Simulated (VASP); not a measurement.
# Mg (P6/mmm) in VASP: notebook

Runs on Mg. Level: r2SCAN. Tasks: single point.

Everything below comes from runs of VASP 6.6.1. Logs are shortened: lines on timing, memory, paths and dates and some standing lists are left out, and cuts for length are marked.

### 1 The structure

The structure is hexagonal, space group P6/mmm (No. 191). Conventional cell: a = 3.050 Å, b = 3.050 Å, c = 3.045 Å, α = 90.00°, β = 90.00°, γ = 120.00°. Around Mg (site symmetry 6/mmm) lie 8 Mg at 3.04 to 3.05 Å.

This isn't the form of Mg at room conditions, which is hcp.

### 2 Single point, r2SCAN

INCAR reads:

```
ADDGRID = False
ALGO = Normal
EDIFF = 1E-6
ENCUT = 400
ISIF = 2
ISMEAR = 1
LASPH = True
LCHARG = False
LMIXTAU = True
LREAL = False
LWAVE = False
METAGGA = R2SCAN
NELM = 100
PREC = Accurate
SIGMA = 0.2
```

KPOINTS reads:

```
k-points
0
Gamma
  11 11 9
```

POSCAR reads:

```
Mg
1.0
    3.1430880000     -0.0084060000     -0.0278050000
   -1.5788240000      2.6046760000      0.0276970000
   -0.0277550000      0.0158990000      3.0020770000
Mg
1
Direct
   -0.0144770000      0.0117080000      0.0082640000
```

Potentials or basis: VASP PAW PBE potentials, release 64 (Mg).

Started as:

```
$ cat potpaw_PBE.64/Mg/POTCAR > POTCAR
$ mpirun -np 1 vasp_std > vasp.out
```

OUTCAR:

```text
EDIFF = 1E-6
   ENCUT = 400
   ISIF = 2
   ISMEAR = 1
   LASPH = True
   LREAL = False
   METAGGA = R2SCAN
   NELM = 100
   PREC = Accurate

 Found    545 irreducible k-points:

 Following reciprocal coordinates:
            Coordinates               Weight
  0.000000  0.000000  0.000000      1.000000
  0.090909  0.000000 -0.000000      2.000000
  0.181818  0.000000 -0.000000      2.000000
  0.272727  0.000000  0.000000      2.000000
  0.363636  0.000000 -0.000000      2.000000
  0.454545  0.000000  0.000000      2.000000
   k-points           NKPTS =    545   k-points in BZ     NKDIM =    545   number of bands    NBANDS=      5
   number of dos      NEDOS =    301   number of ions     NIONS =      1
   total plane-waves  NPLWV =   9600
   dimension x,y,z NGX =    24 NGY =   20 NGZ =   20
   dimension x,y,z NGXF=    48 NGYF=   40 NGZF=   40
   ions per type =               1
   NGX,Y,Z   is equivalent  to a cutoff of  12.69, 10.92, 11.07 a.u.
   NGXF,Y,Z  is equivalent  to a cutoff of  25.39, 21.83, 22.15 a.u.
 SYSTEM =  unknown system
   PREC   = accura    normal or accurate (medium, high low for compatibility)
   ISTART =      0    job   : 0-new  1-cont  2-samecut
   ICHARG =      2    charge: 1-file 2-atom 10-const
   ISPIN  =      1    spin polarized calculation?
   LNONCOLLINEAR =      F non collinear calculations
   LSORBIT =      F    spin-orbit coupling
   LASPH  =      T    aspherical Exc in radial PAW
   ENCUT  =  400.0 eV  29.40 Ry    5.42 a.u.   5.13  4.97  4.90*2*pi/ulx,y,z
   NELM   =    100;   NELMIN=  2; NELMDL= -5     # of ELM steps
   EDIFF  = 0.1E-05   stopping-criterion for ELM
   LREAL  =      F    real-space projection
   EDIFFG = 0.1E-04   stopping-criterion for IOM
   NSW    =      0    number of steps for IOM
   IBRION =     -1    ionic relax: 0-MD 1-quasi-New 2-CG
   NFREE  =      0    steps in history (QN), initial steepest desc. (CG)
   ISIF   =      2    stress and relaxation
   ISYM   =      2    0-nonsym 1-usesym 2-fastsym
   POTIM  = 0.5000    time-step for ionic-motion
   TEBEG  =    0.0;   TEEND  =   0.0 temperature during run
   PSTRESS=    0.0 pullay stress
   NELECT =       2.0000    total number of electrons
   NUPDOWN=      -1.0000    fix difference up-down
   EMIN   =  10.00;   EMAX   =-10.00  energy-range for DOS
   EFERMI =   0.00;   METHOD = LEGACY
   ISMEAR =     1;   SIGMA  =   0.20  broadening in eV -4-tet -1-fermi 0-gaus
   EFERMI_NEDOS =   21; number of points for ismear=-14 and -15
   IALGO  =     38    algorithm
   IMIX   =      4    mixing-type and parameters
     AMIX     =   0.40;   BMIX     =  1.00
     AMIX_MAG =   1.60;   BMIX_MAG =  1.00
  volume/ion in A,a.u.               =      24.53       165.57
  Fermi-wavevector in a.u.,A,eV,Ry     =   0.709836  1.341396  6.855535  0.503868
  Thomas-Fermi vector in A             =   1.796524
   LORBIT       =      0    0 simple, 1 ext, 2 COOP (PROOUT), +10 PAW based schemes
   METAGGA = R2SCAN    functional components
   LHFCALC =     F    Hartree Fock is set to
   AEXX    =    0.0000 exact exchange contribution
   IVDW    =     0    specifies the selected vdW correction
   LEPSILON=     F    determine dielectric tensor
   LRPA    =     F    only Hartree local field effects (RPA)
 non-spin polarized calculation
 Methfessel and Paxton  Order N= 1 SIGMA  =   0.20
  energy-cutoff  :      400.00
  volume of cell :       24.53
 maximum number of plane-waves:       456
 NGX is ok and might be reduce to    24

 number of electron       2.0000000 magnetization

 Free energy of the ion-electron system (eV)
  ---------------------------------------------------
  ext. energy  EPLUGINS =         0.00000000
  ---------------------------------------------------
  free energy    TOTEN  =        -3.86236095 eV

  energy without entropy =       -3.86116956  energy(sigma->0) =       -3.86196382

 E-fermi :   2.2749     XC(G=0):  -8.8403

 val. band max:        2.2743751409   @ k =   0.3636   0.1818   0.1111
 cond. band min:       2.2853628774   @ k =  -0.3636  -0.3636   0.1111
 fundamental gap:      0.0109877366
 Fermi energy:         2.2748549721

 k-point     1 :       0.0000    0.0000    0.0000
  band No.  band energies     occupation
      1      -4.8373      2.00000
      2      11.0967      0.00000
      3      12.2520      0.00000
      4      14.9012      0.00000
      5      16.1167      0.00000

 k-point     2 :       0.0909    0.0000   -0.0000
  band No.  band energies     occupation
      1      -4.6520      2.00000
      2      10.9518      0.00000
      3      12.4062      0.00000
      4      12.8648      0.00000
      5      14.6765      0.00000

 k-point     3 :       0.1818    0.0000   -0.0000
  band No.  band energies     occupation
      1      -4.0979      2.00000
      2       9.1846      0.00000
      3      11.6840      0.00000
      4      12.8692      0.00000
      5      13.5281      0.00000

 k-point     4 :       0.2727    0.0000    0.0000
  band No.  band energies     occupation
      1      -3.1812      2.00000
      2       6.4743      0.00000
      3      11.5144      0.00000
      4      12.6617      0.00000
      5      13.6384      0.00000

 k-point     5 :       0.3636    0.0000   -0.0000
  band No.  band energies     occupation
      1      -1.9129      2.00000
      2       3.9399     -0.00000
      3      11.3383      0.00000
      4      12.0473      0.00000
      5      14.7094      0.00000

 k-point     6 :       0.4545    0.0000    0.0000
  band No.  band energies     occupation
      1      -0.3234      2.00000
      2       1.7093      2.00047
      3      11.2274      0.00000
      4      11.7059      0.00000
      5      16.0344      0.00000

 [... further k-points ...]
[... 5 lines left out ...]
  --------------------------------------------------------------------------------------
  -------------------------------------------------------------------------------------
  Total       -0.0978314      0.0482379      0.1752531      0.0168341      0.0498614     -0.0647567
  in kB       -6.3886516      3.1500600     11.4444922      1.0993092      3.2560829     -4.2287839
  external PRESSURE =       2.7353002 kB  Pullay stress =       0.0000000 kB

 VOLUME and BASIS-vectors are now :
 -----------------------------------------------------------------------------
  energy-cutoff  :      400.00
  volume of cell :       24.53
      direct lattice vectors                 reciprocal lattice vectors
     3.143088000 -0.008406000 -0.027805000     0.318692044  0.193154686  0.001923445
    -1.578824000  2.604676000  0.027697000     0.001010546  0.384559010 -0.002027282
    -0.027755000  0.015899000  3.002077000     0.002942377 -0.001758937  0.333139234

 POSITION                                       TOTAL-FORCE (eV/Angst)
 -----------------------------------------------------------------------------------
      3.07887      0.02234     -0.00227         0.000000     -0.000000      0.000000
 -----------------------------------------------------------------------------------
    total drift:                               -0.000323      0.000024      0.000224

  FREE ENERGIE OF THE ION-ELECTRON SYSTEM (eV)
  ---------------------------------------------------
  free  energy   TOTEN  =        -3.8623609516 eV

  energy  without entropy=       -3.8611695553  energy(sigma->0) =       -3.86196382
```

It took 49 s on 1 thread of Intel Xeon 6975P-C (Granite Rapids), shared host; peak memory 0.18 GiB.

The run converged, but some of its settings lie outside the range that counts as converged, so its numbers aren't taken as properties of the crystal.

What came out:

```
Free energy            : -3.8624 eV
Pressure               : 0.3 GPa
Band gap on the k mesh : none (metal or under the smearing width)
```

Caveat: the PAW data sets were made with another functional, which shifts forces and pressure a little.

### 3 Single point, r2SCAN

This run uses another cell than the first one, of the same volume but with other edges.

INCAR, as its differences from that of step 2:

```diff
@@ -14,2 +14,2 @@
 PREC = Accurate
-SIGMA = 0.2
+SIGMA = 0.4
```

KPOINTS is that of step 2.

POSCAR reads:

```
Mg
1.0
    3.0502998005      0.0000000000      0.0000000000
   -1.5251499003      2.6416371164      0.0000000000
    0.0000000000      0.0000000000      3.0448375700
Mg
1
Direct
    0.0000000000      0.0000000000      0.0000000000
```

Potentials or basis: VASP PAW PBE potentials, release 64 (Mg).

Started as:

```
$ cat potpaw_PBE.64/Mg/POTCAR > POTCAR
$ mpirun -np 1 vasp_std > vasp.out
```

OUTCAR:

```text
EDIFF = 1E-6
   ENCUT = 400
   ISIF = 2
   ISMEAR = 1
   LASPH = True
   LREAL = False
   METAGGA = R2SCAN
   NELM = 100
   PREC = Accurate

 Found     80 irreducible k-points:

 Following reciprocal coordinates:
            Coordinates               Weight
  0.000000  0.000000  0.000000      1.000000
  0.090909  0.000000  0.000000      6.000000
  0.181818  0.000000  0.000000      6.000000
  0.272727  0.000000  0.000000      6.000000
  0.363636  0.000000  0.000000      6.000000
  0.454545  0.000000  0.000000      6.000000
   k-points           NKPTS =     80   k-points in BZ     NKDIM =     80   number of bands    NBANDS=      5
[... 116 lines left out ...]
      1      -0.1945      2.00000
      2       1.9265      2.02213
      3      11.1650      0.00000
      4      11.6007      0.00000
      5      15.6642      0.00000

 [... further k-points ...]
[... 5 lines left out ...]
  --------------------------------------------------------------------------------------
  -------------------------------------------------------------------------------------
  Total        0.1008101      0.1008101     -0.0291439     -0.0000000     -0.0000000     -0.0000000
  in kB        6.5831674      6.5831674     -1.9031746     -0.0000000     -0.0000000     -0.0000000
  external PRESSURE =       3.7543867 kB  Pullay stress =       0.0000000 kB

 VOLUME and BASIS-vectors are now :
 -----------------------------------------------------------------------------
  energy-cutoff  :      400.00
  volume of cell :       24.53
      direct lattice vectors                 reciprocal lattice vectors
     3.050299800  0.000000000  0.000000000     0.327836628  0.189276565  0.000000000
    -1.525149900  2.641637116  0.000000000     0.000000000  0.378553130  0.000000000
     0.000000000  0.000000000  3.044837570     0.000000000  0.000000000  0.328424744

 POSITION                                       TOTAL-FORCE (eV/Angst)
 -----------------------------------------------------------------------------------
      0.00000      0.00000      0.00000        -0.000000      0.000000      0.000000
 -----------------------------------------------------------------------------------
    total drift:                               -0.000000     -0.000000      0.000000

  FREE ENERGIE OF THE ION-ELECTRON SYSTEM (eV)
  ---------------------------------------------------
  free  energy   TOTEN  =        -3.8654433391 eV

  energy  without entropy=       -3.8627081670  energy(sigma->0) =       -3.86453162
```

stdout:

```text
POSCAR found type information on POSCAR Mg
 POSCAR found :  1 types and       1 ions
 scaLAPACK will be used
 -----------------------------------------------------------------------------
|                                                                             |
|                                                                             |
|     You enforced a specific xc type in the INCAR file but a different       |
|     I HOPE YOU KNOW WHAT YOU ARE DOING!                                     |
|                                                                             |
 -----------------------------------------------------------------------------

 LDA part: xc-table for (None), standard interpolation
 POSCAR, INCAR and KPOINTS ok, starting setup
 FFT: planning ... GRIDC
 FFT: planning ... GRID_SOFT
 FFT: planning ... GRID
 WAVECAR not read
 entering main loop
```

Run time: 16 s. Hardware: 1 thread of Intel Xeon 6975P-C (Granite Rapids), shared host; peak memory 0.12 GiB.

These settings aren't checked as converged: the numbers below hold their error.

Results:

```
Free energy            : -3.8654 eV
Pressure               : 0.4 GPa
Band gap on the k mesh : none (metal or under the smearing width)
```

Caveat: the PAW data sets were made with another functional, which shifts forces and pressure a little.

### 4 Single point, r2SCAN

INCAR is that of step 3.

KPOINTS is that of step 3.

POSCAR reads:

```
Mg
1.0
    3.1430880000     -0.0084060000     -0.0278050000
   -1.5788240000      2.6046760000      0.0276970000
   -0.0277550000      0.0158990000      3.0020770000
Mg
1
Direct
   -0.0144770000      0.0117080000      0.0082640000
```

Started as:

```
$ cat potpaw_PBE.64/Mg/POTCAR > POTCAR
$ mpirun -np 1 vasp_std > vasp.out
```

It took 55 s on 1 thread of Intel Xeon 6975P-C (Granite Rapids), shared host; peak memory 0.17 GiB.

These settings aren't checked as converged: the numbers below hold their error.

Results:

- Free energy: -3.8638 eV
- Pressure: 0.2 GPa
- Band gap on the k mesh: none (metal or under the smearing width)

Caveat: the PAW data sets were made with another functional, which shifts forces and pressure a little.

### 5 Single point, r2SCAN

This run uses another cell than the first one, of the same volume but with other edges.

INCAR, as its differences from that of step 4:

```diff
@@ -14,2 +14,2 @@
 PREC = Accurate
-SIGMA = 0.4
+SIGMA = 0.1
```

KPOINTS is that of step 4.

POSCAR reads:

```
Mg
1.0
    3.0502998005      0.0000000000      0.0000000000
   -1.5251499003      2.6416371164      0.0000000000
    0.0000000000      0.0000000000      3.0448375700
Mg
1
Direct
    0.0000000000      0.0000000000      0.0000000000
```

Potentials or basis: VASP PAW PBE potentials, release 64 (Mg).

Started as:

```
$ cat potpaw_PBE.64/Mg/POTCAR > POTCAR
$ mpirun -np 1 vasp_std > vasp.out
```

OUTCAR:

```text
EDIFF = 1E-6
   ENCUT = 400
   ISIF = 2
   ISMEAR = 1
   LASPH = True
   LREAL = False
   METAGGA = R2SCAN
   NELM = 100
   PREC = Accurate

 Found     80 irreducible k-points:

 Following reciprocal coordinates:
            Coordinates               Weight
  0.000000  0.000000  0.000000      1.000000
  0.090909  0.000000  0.000000      6.000000
  0.181818  0.000000  0.000000      6.000000
  0.272727  0.000000  0.000000      6.000000
  0.363636  0.000000  0.000000      6.000000
  0.454545  0.000000  0.000000      6.000000
   k-points           NKPTS =     80   k-points in BZ     NKDIM =     80   number of bands    NBANDS=      5
   number of dos      NEDOS =    301   number of ions     NIONS =      1
   total plane-waves  NPLWV =   8000
   dimension x,y,z NGX =    20 NGY =   20 NGZ =   20
   dimension x,y,z NGXF=    40 NGYF=   40 NGZF=   40
   ions per type =               1
   NGX,Y,Z   is equivalent  to a cutoff of  10.90, 10.90, 10.92 a.u.
   NGXF,Y,Z  is equivalent  to a cutoff of  21.80, 21.80, 21.84 a.u.
 SYSTEM =  unknown system
   PREC   = accura    normal or accurate (medium, high low for compatibility)
   ISTART =      0    job   : 0-new  1-cont  2-samecut
   ICHARG =      2    charge: 1-file 2-atom 10-const
   ISPIN  =      1    spin polarized calculation?
   LNONCOLLINEAR =      F non collinear calculations
   LSORBIT =      F    spin-orbit coupling
[... 49 lines left out ...]
  free energy    TOTEN  =        -3.86531308 eV

  energy without entropy =       -3.86547821  energy(sigma->0) =       -3.86536812

 E-fermi :   2.2903     XC(G=0):  -8.8344

 val. band max:        2.2835461675   @ k =   0.3636   0.2727   0.0000
 cond. band min:       2.3230715680   @ k =   0.3636   0.0909   0.4444
 fundamental gap:      0.0395254005
 Fermi energy:         2.2902773262

 k-point     1 :       0.0000    0.0000    0.0000
  band No.  band energies     occupation
      1      -4.8372      2.00000
      2      10.8258      0.00000
      3      11.7510      0.00000
      4      15.7143      0.00000
      5      15.7143      0.00000
[... 33 lines left out ...]
 k-point     6 :       0.4545    0.0000    0.0000
  band No.  band energies     occupation
      1      -0.1950      2.00000
      2       1.9262      2.00000
      3      11.1645      0.00000
      4      11.6015      0.00000
      5      15.6638      0.00000

 [... further k-points ...]
[... 5 lines left out ...]
  --------------------------------------------------------------------------------------
  -------------------------------------------------------------------------------------
  Total        0.1167849      0.1167849     -0.0329726     -0.0000000     -0.0000000     -0.0000000
  in kB        7.6263648      7.6263648     -2.1531995     -0.0000000     -0.0000000     -0.0000000
  external PRESSURE =       4.3665100 kB  Pullay stress =       0.0000000 kB

 VOLUME and BASIS-vectors are now :
 -----------------------------------------------------------------------------
  energy-cutoff  :      400.00
  volume of cell :       24.53
      direct lattice vectors                 reciprocal lattice vectors
     3.050299800  0.000000000  0.000000000     0.327836628  0.189276565  0.000000000
    -1.525149900  2.641637116  0.000000000     0.000000000  0.378553130  0.000000000
     0.000000000  0.000000000  3.044837570     0.000000000  0.000000000  0.328424744

 POSITION                                       TOTAL-FORCE (eV/Angst)
 -----------------------------------------------------------------------------------
      0.00000      0.00000      0.00000        -0.000000      0.000000      0.000000
 -----------------------------------------------------------------------------------
    total drift:                               -0.000000     -0.000000      0.000000

  FREE ENERGIE OF THE ION-ELECTRON SYSTEM (eV)
  ---------------------------------------------------
  free  energy   TOTEN  =        -3.8653130819 eV

  energy  without entropy=       -3.8654782074  energy(sigma->0) =       -3.86536812
```

OSZICAR:

```text
N       E                     dE             d eps       ncg     rms          rms(c)
DAV:   1    -0.331550374880E+01   -0.33155E+01   -0.65097E+02   870   0.212E+02
DAV:   2    -0.393085099438E+01   -0.61535E+00   -0.58081E+00  1055   0.134E+01
DAV:   3    -0.393438624517E+01   -0.35353E-02   -0.35341E-02  1155   0.118E+00
[... 11 lines left out ...]
DAV:  15    -0.386529241415E+01   -0.63132E-04   -0.80652E-05   850   0.522E-02    0.169E-02
DAV:  16    -0.386533045385E+01   -0.38040E-04   -0.37867E-05   905   0.401E-02    0.351E-03
DAV:  17    -0.386531496392E+01    0.15490E-04   -0.41763E-06   880   0.166E-02    0.857E-04
DAV:  18    -0.386531268315E+01    0.22808E-05   -0.14769E-06   840   0.960E-03    0.784E-04
DAV:  19    -0.386531308187E+01   -0.39872E-06   -0.26014E-07   560   0.510E-03
   1 F= -.38653131E+01 E0= -.38653681E+01  d E =0.165126E-03
```

Run time: 14 s. Hardware: 1 thread of Intel Xeon 6975P-C (Granite Rapids), shared host; peak memory 0.12 GiB.

These settings aren't checked as converged: the numbers below hold their error.

Results:

```yaml
Free_energy: -3.8653 eV
Pressure: 0.4 GPa
Band_gap_on_the_k_mesh: none (metal or under the smearing width)
```

Caveat: the PAW data sets were made with another functional, which shifts forces and pressure a little.

### 6 Single point, r2SCAN

INCAR is that of step 5.

KPOINTS is that of step 5.

POSCAR reads:

```
Mg
1.0
    3.1430880000     -0.0084060000     -0.0278050000
   -1.5788240000      2.6046760000      0.0276970000
   -0.0277550000      0.0158990000      3.0020770000
Mg
1
Direct
   -0.0144770000      0.0117080000      0.0082640000
```

Potentials or basis: VASP PAW PBE potentials, release 64 (Mg).

Started as:

```
$ cat potpaw_PBE.64/Mg/POTCAR > POTCAR
$ mpirun -np 1 vasp_std > vasp.out
```

Wall time 61 s (1 thread of Intel Xeon 6975P-C (Granite Rapids), shared host); peak memory 0.17 GiB.

These settings aren't checked as converged: the numbers below hold their error.

What came out:

```
Free energy            : -3.8620 eV
Pressure               : 0.2 GPa
Band gap on the k mesh : none (metal or under the smearing width)
```

Caveat: the PAW data sets were made with another functional, which shifts forces and pressure a little.

### 7 For comparison

An earlier run on the cell as given: functional PBE; potentials or basis VASP PAW PBE potentials, release 64 (Mg); cutoff 520 eV; k mesh 10 × 10 × 9; occupations fermi-dirac, width 0.05 eV; no spin polarisation.

- Pressure: 1.1 GPa
- Band gap on the k mesh: none (metal or under the smearing width)
